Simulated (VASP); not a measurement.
A run of VASP 6.6.1:

Contents of INCAR:

```
ALGO = Normal
EDIFF = 1E-6
EDIFFG = -0.01
ENCUT = 600
GGA = CA
IBRION = 2
ISIF = 3
ISMEAR = 0
LASPH = T
LCHARG = F
LREAL = F
LWAVE = F
NELM = 80
NSW = 90
PREC = Accurate
PSTRESS = 6.1
SIGMA = 0.03
```

Contents of KPOINTS:

```
k-points
0
Gamma
  12 12 12
```

File POSCAR:

```
MgO
1.0
    0.0000000000      2.1085000000      2.1085000000
    2.1085000000      0.0000000000      2.1085000000
    2.1085000000      2.1085000000      0.0000000000
Mg O
1 1
Direct
    0.0000000000      0.0000000000      0.0000000000
    0.5000000000      0.5000000000      0.5000000000
```

Potentials or basis: VASP PAW LDA potentials, release 64 (Mg, O).

Run with:

```console
$ cat potpaw_LDA.64/Mg/POTCAR potpaw_LDA.64/O/POTCAR > POTCAR
$ mpirun -np 1 vasp_std > vasp.out
```

Hardware: 1 thread of Intel(R) Xeon(R) Platinum 8488C (Sapphire Rapids) (shared host).

Question: How long does it take, and how much memory?

Answer: Run time: 9.7 s on 1 thread of Intel(R) Xeon(R) Platinum 8488C (Sapphire Rapids) (shared host), peak memory 0.14 GiB. Counts: scf iterations 23, k points 72, ion steps 3.
